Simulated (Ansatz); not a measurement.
# Gallium, alpha-Ga (Cmce) under LDA: testing the Gaussian smearing

How small must the Gaussian smearing width be for energy and pressure to settle? The geometry was relaxed under LDA beforehand and stays fixed; 7 values are run, from 0.01 to 1.0 eV. Wanted are the values from which on the energy stays within 10 and 1 meV/atom, and the pressure within 0.5 GPa, of the narrowest run. Within the series other settings stay, but some runs also write fields, which adds to their time. Spin polarisation is left out.

Program: Ansatz 0.2.0. Level of theory: DFT LDA, plane waves with PAW, scalar-relativistic. These are calculated values, not measurements.

## Step 1: The system as given

The structure is orthorhombic, space group Cmce (No. 64). Conventional cell: a = 4.436 Å, b = 7.484 Å, c = 4.425 Å, α = 90.00°, β = 90.00°, γ = 90.00°. Around Ga (site symmetry m) lie 7 Ga at 2.45 to 2.74 Å.

As a file:

```xyz
4
Lattice="2.2179 -3.7419 0.0000 2.2179 3.7419 0.0000 0.0000 0.0000 4.4250" Properties=species:S:1:pos:R:3 pbc="T T T"
Ga    2.2179   -2.5772    0.3803
Ga    2.2179   -1.1648    2.5928
Ga    2.2179    2.5772    4.0447
Ga    2.2179    1.1648    1.8322
```

## Step 2: Width 0.01 eV

The run at 0.01 eV.

input.yaml

```yaml
crystal:
  lattice:
    - [2.2178908173, -3.7419137528, 0.0]
    - [2.2178908173, 3.7419137528, 0.0]
    - [0.0, 0.0, 4.4249628129]
  atoms:
    - { symbol: Ga, position: [0.8443628362, 0.1556371638, 0.0859373133] }
    - { symbol: Ga, position: [0.6556371638, 0.3443628362, 0.5859373133] }
    - { symbol: Ga, position: [0.1556371638, 0.8443628362, 0.9140626867] }
    - { symbol: Ga, position: [0.3443628362, 0.6556371638, 0.4140626867] }
hamiltonian:
  xc: lda
  pseudopotentials:
    kind: paw
    azcp:
      Ga: "pseudopotentials/Ga.paw.azcp"
basis:
  ecutwfc: 420
  fft_grid_basis: typed
kpoints:
  mp_grid: { grid: [8, 8, 7], shift: [0, 0, 0] }
magnetization:
  spin_polarized: false
scf:
  occupations: { method: gaussian, width: 0.01 }
  lower_state_search: "off"
output:
  stress: true
```

Run with:

```bash
$ ansatz run input.yaml --threads 2 --pin off --max-ram 5120MiB --backend cpu --events-out ev --progress --plain --runs-dir out
```

Output:

```text
Warning: <dir> the record states the generating functional pbe (its physics header spells it `PBE`), which answers neither for hamiltonian.xc's functional nor for the lda family's — results may be inconsistent (PPs are generated against a specific XC)
Warning: RAYON_NUM_THREADS=2 ignored (pool sized by the plan → 2); use --threads N
Engine: ansatz 0.2.0, aarch64-unknown-linux-gnu
Pseudopotentials: kind: paw
Pseudopotential: Ga, paw, valence charge 13, recommended cutoff 420 eV (normal), <dir>
Functional definition: SPW92
  exchange = slater_x
  correlation = pw_c
Crystal: 4 atoms, lattice volume = 73.447 Å³
Basis set: ecut = 420 eV, 1477 PW (Γ)
Bands: 30, of which v1, the nominal top of the filled ones, is band 26 counted from 1 (25 counted from 0)
Symmetry: 8 space group operations
Space group: Cmce (ITA 64), of the structure as read, at distance tolerance 4.2e-5 Å
k-points: 84 of 448
Non-local potential: Ga, projectors of the file, l = 0: 2, l = 1: 2, l = 2: 3, l = 3: 1
PAW form: soft (Blöchl's): semilocal exchange-correlation on the pseudo side does not see the compensation charge
PAW frozen core: Ga, regenerated for the run's functional, and the local potential with it (the file was generated under x = pbe(κ = 0.804, μ = 0.2195149727645171), c = pbe(β = 0.06672455060314922))
PAW one-centre angular grid: Ga, 590 points (default); XC on 64 Gauss nodes
Initial density: superposition of atomic densities (neutral atoms: chi_scale 0, normalization atom), corrected by the library's trained network
Initial wavefunctions: pseudopotential atomic-orbital guess
Functional: x = slater, c = lda
SCF iter   1: F=—  HF=-14827.919071 eV  |F-HF|=—  |Δ(HF+E_count)|=         —  Δρ=5.80e-3  dr2=8.63e-3  ethr=1.77e-3  ⟨swp⟩=5.4  Hψ=9406  notcnv=0
preconditioner: auto → Kerker (q_TF=auto, 2.576 Å⁻¹)  [metal: Δε(μ)=0.005 eV  Ē_g=15.379 eV  σ=0.010 eV  W_gap=0.25  n_scr=20 (ndim 8)  ℏωp=31.2 eV  f_vac=0.002  D(μ)=2.92/eV (n_scr^D=20)]
SCF iter   2: F=—  HF=-14827.916517 eV  |F-HF|=—  |Δ(HF+E_count)|=   2.55e-3  Δρ=2.59e-3  dr2=2.80e-3  ethr=1.66e-5  ⟨swp⟩=2.0  Hψ=5702  notcnv=0  defer=3
SCF iter   3: F=—  HF=-14827.915912 eV  |F-HF|=—  |Δ(HF+E_count)|=   6.05e-4  Δρ=1.41e-3  dr2=7.74e-4  ethr=5.38e-6  ⟨swp⟩=3.0  Hψ=5034  notcnv=0  defer=3
SCF iter   4: F=—  HF=-14827.915688 eV  |F-HF|=—  |Δ(HF+E_count)|=   2.24e-4  Δρ=2.30e-4  dr2=3.92e-5  ethr=1.49e-6  ⟨swp⟩=3.0  Hψ=4977  notcnv=0  defer=3
SCF iter   5: F=—  HF=-14827.915672 eV  |F-HF|=—  |Δ(HF+E_count)|=   1.53e-5  Δρ=4.20e-5  dr2=1.50e-6  ethr=7.53e-8  ⟨swp⟩=2.0  Hψ=4669  notcnv=0  defer=3
SCF iter   6: F=—  HF=-14827.915673 eV  |F-HF|=—  |Δ(HF+E_count)|=   3.78e-7  Δρ=1.52e-5  dr2=2.23e-7  ethr=2.89e-9  ⟨swp⟩=2.3  Hψ=4704  notcnv=0  defer=3
SCF iter   7: F=-14827.915673 eV  HF=-14827.915673 eV  |F-HF|=1.30e-9  |Δ(HF+E_count)|=   8.97e-9  Δρ=3.28e-6  dr2=1.04e-8  ethr=1.92e-10  ⟨swp⟩=4.1  Hψ=9448  notcnv=0
SCF 1 converged in 7 iterations: F = -14827.915673 eV  dr2 = 1.04e-8
SCF converged after 7 iterations
Free energy (F): -14827.915673 eV
Harris-Foulkes:  -14827.915673 eV  (|F-HF|=1.30e-9)
Internal energy: -14827.915505 eV  (E = F + TS)
E sigma→0 (E₀):  -14827.915589 eV
Entropy (-TS):   -0.000168 eV (-0.042 meV/atom)
Fermi energy:    9.570447 eV
--- Per-component energies (eV) ---
  E_band       = -161.762406
  E_kinetic    = 466.058097
  E_local      = -7431.200619  (includes V_loc(G=0)·N_el)
  E_nonlocal   = 1698.095196
  E_hartree    = 3490.567553
  E_xc         = -278.439582
  E_vxc        = -238.081599  (∫ρ·V_xc dr)
  E_paw        = -7640.829091  (= ΣΔE_a)
  E_vpaw       = -1637.763218  (= ΣTr[D̂ρ^β])
  E_aug_tail   = -0.000475  (compensation charges beyond the density's cutoff)
  E_ewald      = -5139.080502
  E_core_change = 6.913920  (= ΣΔE_core)
  E_smearing   = -0.000168  (= −TS)
  E_closure    = -0.000000  (closes the sum)
  Σ components = -14827.915673   (vs F -14827.915673, Δ=0.00e0)
--- Stress (GPa, compression-positive) ---
       -0.112288       0.000000      -0.000000
        0.000000       0.027770       0.000000
       -0.000000       0.000000      -0.004869
  P = ⅓ Tr σ = -0.0298 GPa (-0.298 kbar)
```

Run time: 5.4 s. Hardware: 2 threads of Arm Neoverse V2, shared host; peak memory 0.4 GiB.

## Step 3: Width 0.03 eV

The run at 0.03 eV.

input.yaml: that of step 2 with these lines changed.

```diff
@@ -24,3 +24,3 @@
 scf:
-  occupations: { method: gaussian, width: 0.01 }
+  occupations: { method: gaussian, width: 0.03 }
   lower_state_search: "off"
@@ -28 +28,5 @@
   stress: true
+  write_density: true
+  write_potential: true
+  elf: true
+  volumetric_format: npy
```

Run with:

```bash
$ ansatz run input.yaml --threads 2 --pin off --max-ram 5120MiB --backend cpu --events-out ev --progress --plain --runs-dir out
```

Output:

```text
Warning: <dir> the record states the generating functional pbe (its physics header spells it `PBE`), which answers neither for hamiltonian.xc's functional nor for the lda family's — results may be inconsistent (PPs are generated against a specific XC)
Warning: RAYON_NUM_THREADS=2 ignored (pool sized by the plan → 2); use --threads N
[... 6 set-up lines as earlier in the session ...]
Crystal: 4 atoms, lattice volume = 73.447 Å³
Basis set: ecut = 420 eV, 1477 PW (Γ)
Bands: 32, of which v1, the nominal top of the filled ones, is band 26 counted from 1 (25 counted from 0)
[... 2 set-up lines as earlier in the session ...]
k-points: 84 of 448
[... 7 set-up lines as earlier in the session ...]
SCF iter   1: F=—  HF=-14827.919388 eV  |F-HF|=—  |Δ(HF+E_count)|=         —  Δρ=5.79e-3  dr2=8.57e-3  ethr=1.77e-3  ⟨swp⟩=5.9  Hψ=10203  notcnv=0  defer=2
preconditioner: auto → Kerker (q_TF=auto, 2.576 Å⁻¹)  [metal: Δε(μ)=0.022 eV  Ē_g=16.427 eV  σ=0.030 eV  W_gap=0.36  n_scr=20 (ndim 8)  ℏωp=31.2 eV  f_vac=0.002  D(μ)=1.43/eV (n_scr^D=8)]
SCF iter   2: F=—  HF=-14827.916883 eV  |F-HF|=—  |Δ(HF+E_count)|=   2.50e-3  Δρ=2.59e-3  dr2=2.76e-3  ethr=1.65e-5  ⟨swp⟩=2.0  Hψ=5916  notcnv=0  defer=117
SCF iter   3: F=—  HF=-14827.916294 eV  |F-HF|=—  |Δ(HF+E_count)|=   5.90e-4  Δρ=1.40e-3  dr2=7.53e-4  ethr=5.31e-6  ⟨swp⟩=2.0  Hψ=4757  notcnv=0  defer=117
SCF iter   4: F=—  HF=-14827.916075 eV  |F-HF|=—  |Δ(HF+E_count)|=   2.18e-4  Δρ=2.30e-4  dr2=3.99e-5  ethr=1.45e-6  ⟨swp⟩=2.8  Hψ=4842  notcnv=0  defer=117
SCF iter   5: F=—  HF=-14827.916062 eV  |F-HF|=—  |Δ(HF+E_count)|=   1.30e-5  Δρ=4.26e-5  dr2=1.34e-6  ethr=7.67e-8  ⟨swp⟩=2.0  Hψ=4745  notcnv=0  defer=117
SCF iter   6: F=—  HF=-14827.916063 eV  |F-HF|=—  |Δ(HF+E_count)|=   4.49e-7  Δρ=1.46e-5  dr2=2.01e-7  ethr=2.57e-9  ⟨swp⟩=2.8  Hψ=4907  notcnv=0  defer=117
SCF iter   7: F=-14827.916063 eV  HF=-14827.916063 eV  |F-HF|=3.75e-9  |Δ(HF+E_count)|=   8.79e-9  Δρ=3.33e-6  dr2=1.21e-8  ethr=1.92e-10  ⟨swp⟩=10.4  Hψ=17706  notcnv=0
SCF 1 converged in 7 iterations: F = -14827.916063 eV  dr2 = 1.21e-8
SCF converged after 7 iterations
Free energy (F): -14827.916063 eV
Harris-Foulkes:  -14827.916063 eV  (|F-HF|=3.75e-9)
Internal energy: -14827.915389 eV  (E = F + TS)
E sigma→0 (E₀):  -14827.915726 eV
Entropy (-TS):   -0.000673 eV (-0.168 meV/atom)
Fermi energy:    9.569448 eV
--- Per-component energies (eV) ---
  E_band       = -161.777884
  E_kinetic    = 466.053441
  E_local      = -7431.188206  (includes V_loc(G=0)·N_el)
  E_nonlocal   = 1698.102463
  E_hartree    = 3490.559172
  E_xc         = -278.435021
  E_vxc        = -238.076240  (∫ρ·V_xc dr)
  E_paw        = -7640.840181  (= ΣΔE_a)
  E_vpaw       = -1637.783272  (= ΣTr[D̂ρ^β])
  E_aug_tail   = -0.000475  (compensation charges beyond the density's cutoff)
  E_ewald      = -5139.080502
  E_core_change = 6.913920  (= ΣΔE_core)
  E_smearing   = -0.000673  (= −TS)
  E_closure    = 0.000000  (closes the sum)
  Σ components = -14827.916063   (vs F -14827.916063, Δ=0.00e0)
--- Stress (GPa, compression-positive) ---
       -0.167036       0.000000      -0.000000
        0.000000       0.034380       0.000000
       -0.000000       0.000000       0.014196
  P = ⅓ Tr σ = -0.0395 GPa (-0.395 kbar)
--- Band table (eV; the first three rows and the last of 84) ---
  k-point 0: bands = ["-5.7709", "-5.7631", "-5.7299", "-5.7111", "-5.6805", "-5.6565", "-5.5828", "-5.5235", "-5.5029", "-5.4815", "-5.4638", "-5.4609", "-5.4451", "-5.3997", "-5.3721", "-5.3223", "-5.2556", "-5.2450", "-5.2101", "-5.1198", "-1.9833", "5.2642", "5.6579", "7.6742", "7.8044", "8.7668", "10.4294", "10.5467", "10.6474", "14.8901", "15.1963", "16.3717"]
  k-point 1: bands = ["-5.7739", "-5.7594", "-5.7204", "-5.7199", "-5.6808", "-5.6490", "-5.5851", "-5.5657", "-5.4966", "-5.4924", "-5.4611", "-5.4431", "-5.4251", "-5.3942", "-5.3887", "-5.3005", "-5.2554", "-5.2432", "-5.2126", "-5.1272", "-1.8241", "3.6076", "7.3243", "7.8357", "7.9463", "8.8782", "10.3169", "10.5796", "11.0839", "13.7647", "14.2839", "15.3510"]
  k-point 2: bands = ["-5.7733", "-5.7361", "-5.7269", "-5.7269", "-5.6797", "-5.6525", "-5.6088", "-5.5489", "-5.5437", "-5.5334", "-5.4476", "-5.4206", "-5.4063", "-5.3942", "-5.3534", "-5.2700", "-5.2531", "-5.2425", "-5.2203", "-5.1507", "-1.3460", "1.9543", "8.3072", "8.3719", "8.8303", "9.1750", "10.3686", "10.4931", "11.2575", "13.2779", "13.4065", "13.7168"]
  k-point 83: bands = ["-5.8075", "-5.7751", "-5.7093", "-5.6966", "-5.6962", "-5.6795", "-5.6348", "-5.6018", "-5.5242", "-5.4732", "-5.4110", "-5.4109", "-5.3648", "-5.3586", "-5.3422", "-5.3216", "-5.2563", "-5.2366", "-5.2056", "-5.1789", "1.2411", "2.1821", "3.7264", "4.3635", "7.5926", "8.2139", "8.7625", "8.9525", "15.6592", "16.3562", "18.0572", "18.1558"]
```

It took 7.7 s on 2 threads of Arm Neoverse V2, shared host; peak memory 0.41 GiB.

## Step 4: Width 0.1 eV

The run at 0.1 eV.

input.yaml: that of step 3 with these lines changed.

```diff
@@ -24,3 +24,3 @@
 scf:
-  occupations: { method: gaussian, width: 0.03 }
+  occupations: { method: gaussian, width: 0.1 }
   lower_state_search: "off"
@@ -28,5 +28 @@
   stress: true
-  write_density: true
-  write_potential: true
-  elf: true
-  volumetric_format: npy
```

Run with:

```bash
$ ansatz run input.yaml --threads 2 --pin off --max-ram 5120MiB --backend cpu --events-out ev --progress --plain --runs-dir out
```

Output:

```text
Warning: <dir> the record states the generating functional pbe (its physics header spells it `PBE`), which answers neither for hamiltonian.xc's functional nor for the lda family's — results may be inconsistent (PPs are generated against a specific XC)
Warning: RAYON_NUM_THREADS=2 ignored (pool sized by the plan → 2); use --threads N
[... 6 set-up lines as earlier in the session ...]
Crystal: 4 atoms, lattice volume = 73.447 Å³
Basis set: ecut = 420 eV, 1477 PW (Γ)
Bands: 30, of which v1, the nominal top of the filled ones, is band 26 counted from 1 (25 counted from 0)
[... 2 set-up lines as earlier in the session ...]
k-points: 84 of 448
[... 7 set-up lines as earlier in the session ...]
SCF iter   1: F=—  HF=-14827.921667 eV  |F-HF|=—  |Δ(HF+E_count)|=         —  Δρ=5.80e-3  dr2=8.48e-3  ethr=1.77e-3  ⟨swp⟩=5.4  Hψ=9174  notcnv=0
preconditioner: auto → Kerker (q_TF=auto, 2.576 Å⁻¹)  [metal: Δε(μ)=0.022 eV  Ē_g=15.375 eV  σ=0.100 eV  W_gap=0.12  n_scr=20 (ndim 8)  ℏωp=31.2 eV  f_vac=0.002  D(μ)=0.88/eV (n_scr^D=2)]
SCF iter   2: F=—  HF=-14827.919142 eV  |F-HF|=—  |Δ(HF+E_count)|=   2.52e-3  Δρ=2.58e-3  dr2=2.73e-3  ethr=1.63e-5  ⟨swp⟩=2.0  Hψ=5286  notcnv=0
SCF iter   3: F=—  HF=-14827.918560 eV  |F-HF|=—  |Δ(HF+E_count)|=   5.82e-4  Δρ=1.40e-3  dr2=7.59e-4  ethr=5.25e-6  ⟨swp⟩=2.0  Hψ=4706  notcnv=0
SCF iter   4: F=—  HF=-14827.918341 eV  |F-HF|=—  |Δ(HF+E_count)|=   2.19e-4  Δρ=2.30e-4  dr2=4.11e-5  ethr=1.46e-6  ⟨swp⟩=2.8  Hψ=4805  notcnv=0
SCF iter   5: F=—  HF=-14827.918325 eV  |F-HF|=—  |Δ(HF+E_count)|=   1.66e-5  Δρ=4.18e-5  dr2=1.41e-6  ethr=7.90e-8  ⟨swp⟩=2.0  Hψ=4700  notcnv=0
SCF iter   6: F=—  HF=-14827.918325 eV  |F-HF|=—  |Δ(HF+E_count)|=   4.49e-7  Δρ=1.44e-5  dr2=1.97e-7  ethr=2.70e-9  ⟨swp⟩=2.1  Hψ=4708  notcnv=0
SCF iter   7: F=-14827.918325 eV  HF=-14827.918325 eV  |F-HF|=3.35e-9  |Δ(HF+E_count)|=   5.88e-9  Δρ=3.14e-6  dr2=1.08e-8  ethr=1.92e-10  ⟨swp⟩=4.1  Hψ=9483  notcnv=0
SCF 1 converged in 7 iterations: F = -14827.918325 eV  dr2 = 1.08e-8
SCF converged after 7 iterations
Free energy (F): -14827.918325 eV
Harris-Foulkes:  -14827.918325 eV  (|F-HF|=3.35e-9)
Internal energy: -14827.913886 eV  (E = F + TS)
E sigma→0 (E₀):  -14827.916106 eV
Entropy (-TS):   -0.004439 eV (-1.110 meV/atom)
Fermi energy:    9.559068 eV
--- Per-component energies (eV) ---
  E_band       = -161.763890
  E_kinetic    = 466.055883
  E_local      = -7431.204862  (includes V_loc(G=0)·N_el)
  E_nonlocal   = 1698.106474
  E_hartree    = 3490.575502
  E_xc         = -278.433667
  E_vxc        = -238.074830  (∫ρ·V_xc dr)
  E_paw        = -7640.846158  (= ΣΔE_a)
  E_vpaw       = -1637.793161  (= ΣTr[D̂ρ^β])
  E_aug_tail   = -0.000475  (compensation charges beyond the density's cutoff)
  E_ewald      = -5139.080502
  E_core_change = 6.913920  (= ΣΔE_core)
  E_smearing   = -0.004439  (= −TS)
  E_closure    = -0.000000  (closes the sum)
  Σ components = -14827.918325   (vs F -14827.918325, Δ=0.00e0)
--- Stress (GPa, compression-positive) ---
       -0.158039       0.000000      -0.000000
        0.000000      -0.004099       0.000000
       -0.000000       0.000000       0.045481
  P = ⅓ Tr σ = -0.0389 GPa (-0.389 kbar)
```

It took 4.8 s on 2 threads of Arm Neoverse V2, shared host; peak memory 0.4 GiB.

## Step 5: Width 0.2 eV

The run at 0.2 eV.

input.yaml: that of step 4 with these lines changed.

```diff
@@ -24,3 +24,3 @@
 scf:
-  occupations: { method: gaussian, width: 0.1 }
+  occupations: { method: gaussian, width: 0.2 }
   lower_state_search: "off"
@@ -28 +28,5 @@
   stress: true
+  write_density: true
+  write_potential: true
+  elf: true
+  volumetric_format: npy
```

Run with:

```bash
$ ansatz run input.yaml --threads 2 --pin off --max-ram 5120MiB --backend cpu --events-out ev --progress --plain --runs-dir out
```

Output:

```text
Warning: <dir> the record states the generating functional pbe (its physics header spells it `PBE`), which answers neither for hamiltonian.xc's functional nor for the lda family's — results may be inconsistent (PPs are generated against a specific XC)
Warning: RAYON_NUM_THREADS=2 ignored (pool sized by the plan → 2); use --threads N
[... 6 set-up lines as earlier in the session ...]
Crystal: 4 atoms, lattice volume = 73.447 Å³
Basis set: ecut = 420 eV, 1477 PW (Γ)
Bands: 32, of which v1, the nominal top of the filled ones, is band 26 counted from 1 (25 counted from 0)
[... 2 set-up lines as earlier in the session ...]
k-points: 84 of 448
[... 7 set-up lines as earlier in the session ...]
SCF iter   1: F=—  HF=-14827.928417 eV  |F-HF|=—  |Δ(HF+E_count)|=         —  Δρ=5.78e-3  dr2=8.40e-3  ethr=1.77e-3  ⟨swp⟩=4.9  Hψ=9567  notcnv=0
preconditioner: auto → Kerker (q_TF=auto, 2.576 Å⁻¹)  [metal: Δε(μ)=0.022 eV  Ē_g=16.427 eV  σ=0.200 eV  W_gap=0.06  n_scr=20 (ndim 8)  ℏωp=31.2 eV  f_vac=0.002  D(μ)=0.91/eV (n_scr^D=2)]
SCF iter   2: F=—  HF=-14827.925951 eV  |F-HF|=—  |Δ(HF+E_count)|=   2.47e-3  Δρ=2.59e-3  dr2=2.71e-3  ethr=1.62e-5  ⟨swp⟩=2.0  Hψ=5451  notcnv=0
SCF iter   3: F=—  HF=-14827.925377 eV  |F-HF|=—  |Δ(HF+E_count)|=   5.74e-4  Δρ=1.39e-3  dr2=7.46e-4  ethr=5.21e-6  ⟨swp⟩=2.0  Hψ=4780  notcnv=0
SCF iter   4: F=—  HF=-14827.925161 eV  |F-HF|=—  |Δ(HF+E_count)|=   2.16e-4  Δρ=2.31e-4  dr2=4.17e-5  ethr=1.43e-6  ⟨swp⟩=2.7  Hψ=4862  notcnv=0
SCF iter   5: F=—  HF=-14827.925143 eV  |F-HF|=—  |Δ(HF+E_count)|=   1.80e-5  Δρ=4.41e-5  dr2=1.49e-6  ethr=8.02e-8  ⟨swp⟩=2.0  Hψ=4771  notcnv=0
SCF iter   6: F=—  HF=-14827.925143 eV  |F-HF|=—  |Δ(HF+E_count)|=   4.57e-7  Δρ=1.52e-5  dr2=2.20e-7  ethr=2.86e-9  ⟨swp⟩=2.2  Hψ=4787  notcnv=0
SCF iter   7: F=-14827.925143 eV  HF=-14827.925143 eV  |F-HF|=4.59e-9  |Δ(HF+E_count)|=   1.06e-8  Δρ=3.49e-6  dr2=1.36e-8  ethr=1.92e-10  ⟨swp⟩=10.1  Hψ=18099  notcnv=0
SCF 1 converged in 7 iterations: F = -14827.925143 eV  dr2 = 1.36e-8
SCF converged after 7 iterations
Free energy (F): -14827.925143 eV
Harris-Foulkes:  -14827.925143 eV  (|F-HF|=4.59e-9)
Internal energy: -14827.906799 eV  (E = F + TS)
E sigma→0 (E₀):  -14827.915971 eV
Entropy (-TS):   -0.018344 eV (-4.586 meV/atom)
Fermi energy:    9.553452 eV
--- Per-component energies (eV) ---
  E_band       = -161.734690
  E_kinetic    = 466.066274
  E_local      = -7431.227822  (includes V_loc(G=0)·N_el)
  E_nonlocal   = 1698.105122
  E_hartree    = 3490.594911
  E_xc         = -278.436479
  E_vxc        = -238.078120  (∫ρ·V_xc dr)
  E_paw        = -7640.841747  (= ΣΔE_a)
  E_vpaw       = -1637.785452  (= ΣTr[D̂ρ^β])
  E_aug_tail   = -0.000475  (compensation charges beyond the density's cutoff)
  E_ewald      = -5139.080502
  E_core_change = 6.913920  (= ΣΔE_core)
  E_smearing   = -0.018344  (= −TS)
  E_closure    = 0.000000  (closes the sum)
  Σ components = -14827.925143   (vs F -14827.925143, Δ=0.00e0)
--- Stress (GPa, compression-positive) ---
       -0.058344       0.000000      -0.000000
        0.000000      -0.002753       0.000000
       -0.000000       0.000000       0.002731
  P = ⅓ Tr σ = -0.0195 GPa (-0.195 kbar)
--- Band table (eV; the first three rows and the last of 84) ---
  k-point 0: bands = ["-5.7697", "-5.7627", "-5.7296", "-5.7105", "-5.6796", "-5.6553", "-5.5819", "-5.5225", "-5.5022", "-5.4810", "-5.4630", "-5.4598", "-5.4443", "-5.3994", "-5.3716", "-5.3211", "-5.2547", "-5.2446", "-5.2091", "-5.1194", "-1.9827", "5.2639", "5.6586", "7.6760", "7.8060", "8.7662", "10.4289", "10.5463", "10.6476", "14.8916", "15.1981", "16.3732"]
  k-point 1: bands = ["-5.7736", "-5.7582", "-5.7198", "-5.7195", "-5.6799", "-5.6480", "-5.5844", "-5.5648", "-5.4958", "-5.4914", "-5.4604", "-5.4426", "-5.4243", "-5.3934", "-5.3883", "-5.2996", "-5.2544", "-5.2428", "-5.2116", "-5.1268", "-1.8235", "3.6079", "7.3240", "7.8375", "7.9478", "8.8776", "10.3166", "10.5794", "11.0842", "13.7661", "14.2855", "15.3509"]
  k-point 2: bands = ["-5.7729", "-5.7354", "-5.7262", "-5.7258", "-5.6788", "-5.6518", "-5.6079", "-5.5484", "-5.5425", "-5.5325", "-5.4468", "-5.4199", "-5.4056", "-5.3938", "-5.3528", "-5.2692", "-5.2520", "-5.2421", "-5.2193", "-5.1502", "-1.3454", "1.9547", "8.3090", "8.3734", "8.8294", "9.1743", "10.3686", "10.4935", "11.2586", "13.2787", "13.4073", "13.7166"]
  k-point 83: bands = ["-5.8070", "-5.7745", "-5.7087", "-5.6958", "-5.6956", "-5.6785", "-5.6338", "-5.6006", "-5.5238", "-5.4726", "-5.4101", "-5.4099", "-5.3637", "-5.3580", "-5.3411", "-5.3209", "-5.2556", "-5.2359", "-5.2052", "-5.1785", "1.2426", "2.1831", "3.7257", "4.3623", "7.5936", "8.2145", "8.7636", "8.9531", "15.6606", "16.3558", "18.0566", "18.1565"]
```

It took 7.5 s on 2 threads of Arm Neoverse V2, shared host; peak memory 0.41 GiB.

(Part 1 of 2 ends here.)
